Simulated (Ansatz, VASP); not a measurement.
Zn: VASP beside Ansatz

Contents of INCAR:

```
SYSTEM = Zn
PREC = Accurate
ENCUT = 520
EDIFF = 1E-6
ISMEAR = -1
SIGMA = 0.1
LREAL = .False.
LASPH = .True.
NELM = 80
ALGO = Normal
ISIF = 2
LWAVE = .False.
LCHARG = .False.
NBANDS = 12
```

The input KPOINTS:

```
Automatic mesh
0
Gamma
  15 15 15
  0 0 0
```

Contents of POSCAR:

```
Zn
1.0
    2.3810213000      0.0000000000      0.0000000000
    0.0000000000      2.3810213000      0.0000000000
    0.0000000000      0.0000000000      2.3810213000
Zn
1
Direct
    0.0000000000      0.0000000000      0.0000000000
```

Input for Ansatz:

```yaml
crystal:
  lattice:
    - [2.3810213, 0.0, 0.0]
    - [0.0, 2.3810213, 0.0]
    - [0.0, 0.0, 2.3810213]
  atoms:
    - { symbol: Zn, position: [0.0, 0.0, 0.0] }
kpoints:
  mp_grid: { grid: [15, 15, 15] }
scf:
  occupations: { method: fermi_dirac, width: 0.1 }
hamiltonian:
  xc: lda
  pseudopotentials: { kind: all_electron, lapw: { basis_error: 0.001 } }
output:
  forces: true
  stress: true
  eigenvalues: true
  populations: true
```

Change from the starting cell: volume scaled by 0.84, LAPW.

Alike in both runs: task single point; functional LDA; k mesh 15 × 15 × 15; occupations fermi-dirac, width 0.1 eV; no spin polarisation.

|  | VASP | Ansatz |
| --- | --- | --- |
| version | VASP 6.6.1 | Ansatz 0.2.0 |
| potentials or method | VASP PAW LDA potentials, release 64 (Zn) | all-electron LAPW, scalar-relativistic |
| plane-wave cutoff (eV) | 520 | see its input |

```tsv
	VASP	Ansatz	Ansatz less VASP
pressure (GPa)	20.1	19.0	-1.12
```

Ansatz ran all-electron here, so the differences hold the error of VASP's frozen core and of both bases.

Caveats: so large a pressure means that the cell lies far from this level's equilibrium, or that cutoff or potentials fall short (VASP).
